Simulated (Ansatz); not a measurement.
The system is CuO (Tenorite).

```
CELL_PARAMETERS angstrom
2.34185 -1.71130 0.00000
2.34185 1.71130 0.00000
-0.85003 0.00000 5.05787
ATOMIC_POSITIONS crystal
Cu 0.50000 0.00000 0.50000
Cu 0.00000 0.50000 0.00000
O 0.41840 0.58160 0.75000
O 0.58160 0.41840 0.25000
```

Base run:

* Program: Ansatz 0.2.0
* Functional: PBE
* Potentials or basis: Ansatz PAW
* Cutoff: 420 eV (not typed: the program's choice for these potentials)
* k mesh: 10 × 10 × 5
* Occupations: fermi-dirac, width 0.05 eV
* Spin: no spin polarisation

Its results: band gap on the k mesh none (metal or under the smearing width); pressure 5.7 GPa; largest force 0.263 eV/Å.

Task: The run is repeated on the same cell with these changes: functional from PBE to rPW86-PBE. What comes out?

Result: Band gap on the k mesh none (metal or under the smearing width); pressure 12.3 GPa; largest force 0.216 eV/Å.

Caveats: the run has no spin polarisation, though such a crystal can be magnetic; semilocal functionals often make such compounds metallic where correlation or magnetic order opens a gap, which also shifts bond lengths; the PAW data sets come from PBE, with cores solved anew for the run's functional, which leaves a small shift of forces and pressure (some runs).
